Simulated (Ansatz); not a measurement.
# TePb under changes of volume

One of the cells (33.730 Å³/atom); the others are scaled copies at fixed shape and fractional positions:

```
Pb Te
1.0
     0.00000    3.23100    3.23100
     3.23100    0.00000    3.23100
     3.23100    3.23100    0.00000
Pb Te
1 1
Direct
  0.00000 0.00000 0.00000
  0.50000 0.50000 0.50000
```

```yaml
Program: Ansatz 0.2.0
Functional: PBE
Potentials_or_basis: all-electron LAPW, non-relativistic
Cutoff: 163 eV (chosen from the basis error)
Basis_error_allowed: 0.002 eV/atom
k_mesh: 7 × 7 × 7
Occupations: gaussian, width 0.025 eV
Spin: collinear spin, ferromagnetic start
Starting_moments: "[1.0, 0.0] μB"
Fixed_moment: 1 μB
```

```csv
volume (Å³/atom),energy over the lowest point (meV/atom),pressure (GPa)
31.706,71.67,6.2
32.380,48.28,4.9
33.055,30.06,3.8
33.730,?,?
34.404,7.37,1.7
35.079,1.98,0.9
35.753,0.00,0.1
```

Question: What does the run at 33.730 Å³/atom give?

Answer: Energy over the lowest point 16.57 meV/atom; pressure 2.7 GPa.

Worked out: A Birch-Murnaghan fit of order 3 (a polynomial in V^(-2/3)) to the other rows has its minimum at 35.83 Å³/atom, just outside them, with B0 = V·E''(V) = 39 GPa and B' = 4.5. It gives 16.59 meV/atom at 33.730 Å³/atom, against the run's 16.57, and -dE/dV = 2.7 GPa, against 2.7.

Energies are extrapolated to zero smearing.

Caveats: relativity is left out, which matters for the heavier elements; the total moment is fixed, so each spin has its own Fermi level.
